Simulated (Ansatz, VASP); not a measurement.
Ta in VASP and in Ansatz

INCAR

```
SYSTEM = Ta
PREC = Accurate
ENCUT = 520
EDIFF = 1E-7
ISMEAR = -1
SIGMA = 0.1
LREAL = .False.
LASPH = .True.
NELM = 80
ALGO = Normal
ISIF = 2
LWAVE = .False.
LCHARG = .True.
GGA = PS
LELF = .True.
LVHAR = .True.
NBANDS = 12
```

KPOINTS

```
regular mesh
0
Gamma
  22 22 22
  0 0 0
```

Contents of POSCAR:

```
Ta
1.0
   -1.5969011310      1.5969011310      1.5969011310
    1.5969011310     -1.5969011310      1.5969011310
    1.5969011310      1.5969011310     -1.5969011310
Ta
1
Direct
    0.0000000000      0.0000000000      0.0000000000
```

Input for Ansatz:

```yaml
crystal:
  lattice:
    - [-1.596901131, 1.596901131, 1.596901131]
    - [1.596901131, -1.596901131, 1.596901131]
    - [1.596901131, 1.596901131, -1.596901131]
  atoms:
    - { symbol: Ta, position: [0.0, 0.0, 0.0] }
hamiltonian:
  xc: pbesol
  pseudopotentials:
    kind: paw
    azcp:
      Ta: "pseudopotentials/Ta.paw.azcp"
basis:
  ecutwfc: 420
  fft_grid_basis: typed
kpoints:
  mp_grid: { grid: [22, 22, 22], shift: [0, 0, 0] }
magnetization:
  spin_polarized: false
scf:
  occupations: { method: fermi_dirac, width: 0.1 }
output:
  stress: true
```

Alike in both runs: task single point; functional PBEsol; k mesh 22 × 22 × 22; occupations fermi-dirac, width 0.1 eV; no spin polarisation.

|  | VASP | Ansatz |
| --- | --- | --- |
| version | VASP 6.6.1 | Ansatz 0.2.0 |
| potentials or method | VASP PAW PBE potentials, release 64 (Ta_pv) | plane waves (420 eV) with PAW, scalar-relativistic |
| plane-wave cutoff (eV) | 520 | 420 |
| valence electrons in the cell | 11 | 13 |

```tsv
	VASP	Ansatz	Ansatz less VASP
pressure (GPa)	20.1	19.7	-0.40
```

With one functional, cell and mesh, what is left measures potentials, basis and numerics. The two sets of potentials don't hold the same shells in valence. Ansatz warned: «pseudo_functional_mismatch».

Caveats: so large a pressure means that the cell lies far from this level's equilibrium, or that cutoff or potentials fall short (VASP); the potentials were made for another functional, which shifts forces and pressure (VASP). Spin-orbit coupling is left out, which matters for the levels of Ta.
